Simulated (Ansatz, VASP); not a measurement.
**Zn in VASP and in Ansatz**

File INCAR:

```
  PREC = Accurate
  ENCUT = 520
  EDIFF = 1E-6
  ISMEAR = -1
  SIGMA = 0.05
  LREAL = False
  LASPH = True
  NELM = 80
  ALGO = Normal
  ISIF = 2
  LWAVE = False
  LCHARG = False
  NBANDS = 12
```

KPOINTS

```
Automatic mesh
0
Gamma
  12 12 12
```

The input POSCAR:

```
Zn
1.0
    0.0000000000      1.9906312808      1.9906312808
    1.9906312808      0.0000000000      1.9906312808
    1.9906312808      1.9906312808      0.0000000000
Zn
1
Direct
    0.0000000000      0.0000000000      0.0000000000
```

File input.yaml:

```yaml
crystal:
  lattice:
    - [0.0, 1.9906312808, 1.9906312808]
    - [1.9906312808, 0.0, 1.9906312808]
    - [1.9906312808, 1.9906312808, 0.0]
  atoms:
    - { symbol: Zn, position: [0.0, 0.0, 0.0] }
kpoints:
  mp_grid: { grid: [12, 12, 12] }
scf:
  occupations: { method: fermi_dirac, width: 0.05 }
hamiltonian:
  xc: lda
  pseudopotentials: { kind: all_electron, lapw: { basis_error: 0.001 } }
output:
  forces: true
  stress: true
  eigenvalues: true
```

Change from the starting cell: volume scaled by 1.04.

Alike in both runs: task single point; functional LDA; k mesh 12 × 12 × 12; occupations fermi-dirac, width 0.05 eV; no spin polarisation.

|  | VASP | Ansatz |
| --- | --- | --- |
| version | VASP 6.6.1 | Ansatz 0.2.0 |
| potentials or method | VASP PAW LDA potentials, release 64 (Zn) | all-electron LAPW, scalar-relativistic |
| plane-wave cutoff (eV) | 520 | see its input |

Ansatz gave:

```
gap on the k mesh at the Fermi level (eV) : none
pressure (GPa)                            : -10.2
```

Q: Which values does VASP return?

A: gap on the k mesh at the Fermi level (eV): none; pressure (GPa): -9.8.

A gap of «none» marks a metal or a gap that the smearing closes. Ansatz ran all-electron here, so the differences hold the error of VASP's frozen core and of both bases.
